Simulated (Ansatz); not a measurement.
A nudged elastic band was laid between two geometries of a periodic cell of 35 atoms, Si₁₂O₂₃ (host SiO2, host structure P6_222, one O atom removed), cell charge -2.

Computed with Ansatz, DFT PBE-D3(BJ), scalar-relativistic, plane waves, PAW. Settings: PAW set soft_1, cutoff 420 eV, k mesh 2x2x2, gaussian smearing 0.02 eV, no spin polarisation.

```
movable images  : 5
climbing image  : yes
spring          : 5.0 eV/Å²
optimiser       : quadratic models (default)
start path      : straight line
force threshold : 0.03 eV/Å
iteration limit : 80
end points      : relaxed
```

First end point:

```xyz
35
Lattice="-2.4986 4.3277 5.4571 4.9972 0.0000 5.4571 4.9972 8.6554 0.0000" Properties=species:S:1:pos:R:3
Si -0.024 4.340 5.394
Si 1.367 2.283 1.776
Si 3.785 10.713 3.562
O -0.962 5.477 6.064
O 0.147 1.783 2.738
O 5.988 3.691 6.499
O 2.701 2.455 2.651
O -0.992 3.334 4.555
Si 2.436 8.702 5.542
Si 3.891 6.830 1.794
Si 1.323 6.495 3.661
O 1.579 9.845 6.280
O 2.705 6.393 2.845
O 5.740 5.069 4.173
O 8.471 8.079 6.311
O 5.220 7.162 2.659
O 1.422 7.683 4.774
Si 4.954 4.351 5.379
Si 3.718 6.477 7.354
Si 3.706 1.793 3.886
O 3.950 5.331 6.230
O 2.619 5.925 8.407
O 1.050 5.060 4.395
O 3.267 7.862 6.632
O 5.072 6.837 8.171
O 4.008 3.179 4.793
Si 7.293 8.452 5.088
Si 6.205 10.736 7.157
Si 6.379 6.639 3.798
O 6.441 9.716 5.929
O 5.074 10.258 8.211
O 3.437 9.391 4.449
O 0.804 3.545 6.522
O 7.593 11.039 7.986
O 6.117 7.187 5.398
```

Last end point:

```xyz
35
Lattice="-2.4986 4.3277 5.4571 4.9972 0.0000 5.4571 4.9972 8.6554 0.0000" Properties=species:S:1:pos:R:3
Si -0.051 4.351 5.512
Si 1.366 2.351 1.878
Si 3.873 10.689 3.707
O -0.973 5.460 6.240
O 0.314 1.776 3.015
O 5.680 3.600 6.579
O 2.767 2.711 2.593
O -1.023 3.245 4.798
Si 2.379 8.611 5.494
Si 3.818 6.620 1.784
Si 1.203 6.417 3.575
O 1.436 9.814 6.083
O 2.638 6.204 2.813
O 5.948 4.976 4.400
O 8.476 8.038 6.518
O 5.232 6.804 2.560
O 1.393 7.632 4.650
Si 4.718 4.170 5.301
Si 3.489 6.299 7.318
Si 3.962 2.424 3.820
O 4.026 5.567 5.890
O 1.049 5.121 9.705
O 0.904 5.033 4.397
O 3.168 7.879 6.666
O 5.017 6.747 8.020
O 3.303 3.196 5.234
Si 7.584 8.725 5.317
Si 6.382 10.861 7.225
Si 6.379 6.300 3.628
O 6.532 9.732 6.066
O 5.255 10.299 8.261
O 3.437 9.309 4.443
O 0.825 3.611 6.652
O 7.750 11.096 8.065
O 6.675 7.576 4.607
```

Problem. Which bonds break or form, and what moves?

Solution. Contacts lost: Si19–O22, Si27–Si29. Contacts made: Si18–Si20, O22–Si27. The atom that moves furthest is O22, by 2.19 Å; four of its nearest neighbours are Si19 1.62, Si20 1.71, O7 2.58, O21 2.62 Å at the first end and Si27 1.61, Si20 1.74, O26 2.61, O7 2.65 Å at the last.

Problem. What energy profile does the band end with?

Solution. The forces met the threshold. The highest image is number 5 of 0 to 6, 1.55 eV above the first end and 1.39 eV above the last; the last end lies 0.16 eV above the first. The profile has 2 maxima (images 1, 5) with wells between them (image 3): this band takes more than one step, which may be the mechanism or a detour left from its start path. Neighbouring images differ by up to 1.4 eV, so the band resolves the path poorly. By the program's own check the climbing image is of a kind that is not told: the force calls were inconclusive, a negative curvature could not be distinguished from the path's own, the only one lies far off the path, or fixed occupations may fill a level only in part (lowest curvatures found: -4.43 and 0.24 eV/Å²). Limits of this set-up: no spin, though dangling bonds at a vacancy may carry it, a small cell, in which the defect meets its images, charged cell in a uniform background, uncorrected.

```csv
image,path coordinate (Å),energy (eV),Si19–O22 (Å),Si27–Si29 (Å),Si18–Si20 (Å)
0,0.00,0.00,1.62,2.41,3.21
1,1.64,0.55,1.62,2.86,3.04
2,3.28,0.49,2.62,3.18,3.24
3,4.92,0.39,2.83,3.07,3.20
4,6.56,0.50,3.11,3.01,3.19
5,8.20,1.55,3.98,2.67,3.14
6,10.31,0.16,3.61,3.19,2.41
```

Problem. What is the geometry of the highest image?

Solution. 
```xyz
35
Lattice="-2.4986 4.3277 5.4571 4.9972 0.0000 5.4571 4.9972 8.6554 0.0000" Properties=species:S:1:pos:R:3:forces:R:3
Si -0.103 4.365 5.430 0.00 0.00 0.00
Si 1.461 2.359 1.817 0.01 0.00 0.00
Si 3.804 10.840 3.515 0.00 0.00 0.00
O -1.004 5.474 6.179 0.00 0.00 0.00
O 0.281 1.971 2.885 0.00 0.00 0.00
O 6.012 3.722 6.497 0.00 0.00 0.00
O 2.896 2.544 2.519 -0.01 0.00 0.00
O -1.110 3.400 4.595 0.00 0.00 0.00
Si 2.488 8.734 5.434 0.00 0.00 -0.01
Si 3.855 6.755 1.851 0.00 0.00 0.00
Si 1.237 6.494 3.653 0.00 0.00 0.00
O 1.656 9.816 6.309 0.00 0.00 0.01
O 2.628 6.298 2.841 0.00 0.00 0.00
O 5.630 4.985 4.158 0.01 0.01 -0.01
O 8.479 8.087 6.476 0.00 0.00 0.00
O 5.184 7.090 2.744 0.00 0.00 0.00
O 1.419 7.704 4.743 0.00 0.00 0.00
Si 4.881 4.302 5.436 0.00 0.00 0.01
Si 3.549 6.595 7.306 0.00 0.00 0.00
Si 4.109 1.901 3.573 0.00 0.00 0.00
O 3.894 5.295 6.286 0.00 0.00 0.00
O 0.799 4.842 9.585 -0.01 0.00 0.00
O 0.978 5.083 4.445 0.00 0.00 0.00
O 3.600 7.954 6.301 0.00 0.00 0.00
O 4.954 6.815 8.196 0.00 0.00 0.00
O 4.016 3.080 4.804 0.00 0.00 0.00
Si 7.299 8.470 5.298 0.01 0.00 0.00
Si 6.233 10.790 7.241 0.00 0.00 0.00
Si 6.299 6.481 3.821 0.00 -0.01 0.00
O 6.384 9.604 6.151 0.00 0.00 0.00
O 5.189 10.388 8.432 0.00 0.00 0.00
O 3.318 9.481 4.245 0.00 0.00 0.00
O 0.721 3.491 6.503 0.00 0.00 0.00
O 7.700 11.207 7.845 0.00 0.00 0.00
O 6.455 6.972 5.407 0.00 0.00 -0.01
```

Time of the run: 30 min on 4 threads of AMD EPYC 9R45 96-Core Processor (Zen 5), with other jobs on the host, peak memory 3.7 GiB.
